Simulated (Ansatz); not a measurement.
## From barrier to diffusion: Zn in ZnSe

Computed with Ansatz, DFT LDA, scalar-relativistic, plane waves, PAW. Run with 420 eV cutoff, 2×2×2 k-mesh, Gaussian smearing of 0.02 eV, no spin polarisation.

Host crystal, relaxed:

```
Zn Se
1.0
     0.00000    2.78376    2.78376
     2.78376    0.00000    2.78376
     2.78376    2.78376    0.00000
Zn Se
1 1
Direct
  0.00000 0.00000 0.00000
  0.25000 0.25000 0.25000
```

In a supercell of 16 host sites with charge -2, Zn trades places with a neighbouring Zn vacancy, moving 3.94 Å. Climbing-image nudged elastic band at fixed cell; the order of the saddle wasn't checked, and the small cell leaves errors of about a tenth of an eV.

```csv
image,path (Å),E − E(0) (eV)
0,0.00,0.000
1,1.23,0.751
2,2.47,1.497
3,3.70,0.750
4,4.93,0.000
```

Question: What are the barriers forward and back, and what attempt frequency does the shape suggest?

Answer: Forward 1.50 eV, back 1.50 eV, the ends being level. For a sinusoidal profile E_b sin²(πx/l), with the Zn atom alone moving, ν = (1/l)√(E_b/2m) = 2.7×10¹² s⁻¹, within an order of magnitude of the customary 10¹³ s⁻¹; a true prefactor needs the vibrations at the minimum and at the saddle.

Question: With ν = 10¹³ s⁻¹, how often does the exchange happen at 300, 600 and 1000 K once atom and vacancy are neighbours, taking the host as solid throughout? Does that give the diffusivity?

Answer: k = ν exp(−E_b/k_BT):
```csv
T (K),k (1/s),wait (s)
300,7.1×10⁻¹³,1.4×10¹²
600,2.7,0.37
1000,2.9×10⁵,3.5×10⁻⁶
```

No. The atom can jump only when a vacancy is beside it, so where vacancies are thermal the activation energy of diffusion adds the vacancy's formation energy; where doping, quenching or off-stoichiometry fixes their number, it doesn't. And repeated exchanges only swap the two back and forth: Zn gets on when the vacancy moves round it by other jumps, which the correlation factor counts. An error of 0.1 eV in the barrier changes k by a factor of 48 at 300 K and 3.2 at 1000 K.

Cost: 1 run of about 12 core-minutes, on Intel Xeon Platinum 8488C (Sapphire Rapids) (shared hosts).